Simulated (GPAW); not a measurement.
Input of a GPAW 26.7.0 run:

Contents of run.py:

```python
import numpy as np
from ase.dft.bandgap import bandgap
from ase.io import read, write
from gpaw import GPAW, PW
from gpaw.spinorbit import soc_eigenstates

atoms = read('ZnSe.xyz')

calc = GPAW(mode=PW(600),
            xc={'name': 'vdW-DF', 'backend': 'libvdwxc'},
            kpts={'size': (7, 7, 7), 'gamma': True},
            occupations={'name': 'fermi-dirac', 'width': 0.05},
            nbands=18,
            convergence={'density': 1e-05, 'energy': 1e-05},
            maxiter=150,
            txt='gpaw.txt')
atoms.calc = calc
energy = atoms.get_potential_energy()
forces = atoms.get_forces()
calc.write('gs.gpw')
write('result.traj', atoms)
print(f'Energy: {energy:.6f} eV')
print('Forces (eV/A):')
print(forces.round(4))
print('Fermi level:', round(calc.get_fermi_level(), 4), 'eV')
print(f'Gap: {bandgap(calc)[0]:.4f} eV, direct: {bandgap(calc, direct=True)[0]:.4f} eV')

path = atoms.cell.bandpath('GXWKGLUWLK,UX', npoints=80, eps=1e-4)
bs_calc = calc.fixed_density(kpts=path, symmetry='off', nbands=29,
                             convergence={'bands': 'CBM+6.0', 'eigenstates': 1e-6}, txt='bands.txt')
bs = bs_calc.band_structure()
bs.write('bs.json')
print(f'Gap on the path: {bandgap(bs_calc)[0]:.4f} eV')

soc = soc_eigenstates(bs_calc, theta=0, phi=0)
np.savetxt('soc_bands.dat', soc.eigenvalues(), fmt='%.4f')
mesh = soc_eigenstates('gs.gpw', theta=0, phi=0)
np.savetxt('soc_mesh.dat', mesh.eigenvalues(), fmt='%.4f')
print('Fermi level with spin-orbit coupling:', round(mesh.fermi_level, 4), 'eV')
```

Contents of ZnSe.xyz:

```xyz
2
Lattice="0.0000000000 2.8338000000 2.8338000000 2.8338000000 0.0000000000 2.8338000000 2.8338000000 2.8338000000 0.0000000000" Properties=species:S:1:pos:R:3 pbc="T T T"
Se     4.2507000000      4.2507000000      4.2507000000
Zn     0.0000000000      0.0000000000      0.0000000000
```

Potentials or basis: GPAW PAW data sets (gpaw-data 1.2.1), pw.

Launch:

```sh
$ OMP_NUM_THREADS=1 python run.py
```

Q: Estimate the band gap on the k mesh.

A: 1.31 eV, direct.

Q: What does it give for the band gap along the path?

A: 1.31 eV, direct.

Levels at the corners of the path, in eV from the valence-band top:
| point | band 14 | band 15 | band 16 | band 17 | band 18 | band 19 | band 20 | band 21 | band 22 | band 23 |
| --- | --- | --- | --- | --- | --- | --- | --- | --- | --- | --- |
| Γ | -0.40 | 0.00 | 0.00 | 0.00 | 0.00 | 1.31 | 1.31 | 5.72 | 5.72 | 5.87 |
| X | -4.82 | -2.35 | -2.35 | -2.17 | -2.17 | 3.03 | 3.03 | 3.45 | 3.45 | 10.71 |
| W | -4.66 | -2.96 | -2.77 | -2.70 | -2.68 | 5.34 | 5.49 | 5.54 | 5.57 | 6.95 |
| K | -4.70 | -3.22 | -3.09 | -1.87 | -1.87 | 3.60 | 3.60 | 5.52 | 5.62 | 9.05 |
| Γ | -0.40 | 0.00 | 0.00 | 0.00 | 0.00 | 1.31 | 1.31 | 5.72 | 5.72 | 5.87 |
| L | -5.25 | -1.10 | -1.10 | -0.86 | -0.86 | 2.55 | 2.55 | 6.34 | 6.34 | 6.41 |
| U | -4.70 | -3.22 | -3.09 | -1.87 | -1.87 | 3.60 | 3.60 | 5.52 | 5.62 | 9.05 |
| W | -4.66 | -2.96 | -2.77 | -2.70 | -2.68 | 5.34 | 5.49 | 5.54 | 5.57 | 6.95 |
| L | -5.25 | -1.10 | -1.10 | -0.86 | -0.86 | 2.55 | 2.55 | 6.34 | 6.34 | 6.41 |
| K | -4.70 | -3.22 | -3.09 | -1.87 | -1.87 | 3.60 | 3.60 | 5.52 | 5.62 | 9.05 |
| U | -4.70 | -3.22 | -3.09 | -1.87 | -1.87 | 3.60 | 3.60 | 5.52 | 5.62 | 9.05 |
| X | -4.82 | -2.35 | -2.35 | -2.17 | -2.17 | 3.03 | 3.03 | 3.45 | 3.45 | 10.71 |

Caveat: spin-orbit coupling was added after a scalar SCF, so levels and gaps hold it while energy, forces, pressure and moments don't; this program's spin-orbit splittings come out too wide for heavy elements; the PAW data sets were made with another functional, which shifts forces and pressure a little.

**Experimental background.**

From “Alloy Disordering Effects on the Thermal Conductivity and Energy Gap Temperature Dependence of Cd1−xZnxSe Ternary Crystals Grown by the Bridgman Method”, 2023, pmc:10253836, for a bulk crystal of ZnSe at 300 K: band gap 2.695 ± 0.003 eV (an exciton energy, a little under the gap).

Measured gap of ZnSe: 2.695 eV (an exciton energy, a little under the gap; 300 K; “Alloy Disordering Effects on the Thermal Conductivity and Energy Gap Temperature Dependence of Cd1−xZnxSe Ternary Crystals Grown by the Bridgman Method”, 2023, pmc:10253836). This calculation gives 1.31 eV (-1.38 eV). So large a miss can be the level of theory's own, or it may mean another phase, state or a wrong row. The value is that of vdW-DF, without temperature or zero-point motion.
